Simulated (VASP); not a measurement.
# TiAl₃, self-consistent run: which settings are enough?

TiAl₃, I4/mmm (no. 139), 4 atoms in the cell. SCAN; PAW potentials Ti_sv, Al (PBE set). VASP 6.6.1.

Wanted: energy within 0.2 meV/atom; Fermi level within 0.005 eV.

What the run is for: comparing ways to start; Accuracy asked: tight.

POSCAR:
```
TiAl3
1.0
   -1.9111067713      1.9111067713      4.2806687947
    1.9111067713     -1.9111067713      4.2806687947
    1.9111067713      1.9111067713     -4.2806687947
Ti Al
1 3
Direct
    0.0000000000      0.0000000000      0.0000000000
    0.2500000000      0.7500000000      0.5000000000
    0.7500000000      0.2500000000      0.5000000000
    0.5000000000      0.5000000000      0.0000000000
```

## How the run starts (with a second run first, the time holds both)

| How the run starts (with a second run first, the time holds both) | Energy less reference (meV/atom) | Fermi level (eV) | Time (s) |
|---|---|---|---|
| from scratch: 20 SCF iterations | 0.00 | 8.3576 | 289 |
| PBE orbitals (WAVECAR): 13 + 13 SCF iterations | 0.00 | 8.3573 | 238 |
| PBE density (CHGCAR): 13 + 21 SCF iterations | 0.00 | 8.3582 | 349 |
| loose PBE orbitals: 12 + 13 SCF iterations | 0.00 | 8.3573 | 231 |

Chosen: from scratch: 20 SCF iterations; no other choice that stays within the tolerance saves 30 % of the time.

The chosen settings are those of the reference run.

## The input

INCAR:
```
ALGO = Normal ; EDIFF = 1E-6
ENCUT = 440 ; GGA_COMPAT = False
ISIF = 2 ; ISMEAR = 1
KPAR = 2 ; LASPH = True
LCHARG = False ; LMIXTAU = True
LREAL = False ; LWAVE = False
METAGGA = SCAN ; NELM = 120
PREC = Accurate ; SIGMA = 0.1
```

KPOINTS:
```
k-points
0
Gamma
  12 12 12
```

Commands:
```
cat potpaw_PBE.64/Ti_sv/POTCAR potpaw_PBE.64/Al/POTCAR > POTCAR
mpirun -np 2 vasp_std > vasp.out
```

The chosen input took VASP 6.6.1 289 s on 2 cores (AMD EPYC 9R45 (Zen 5)), a shared host.
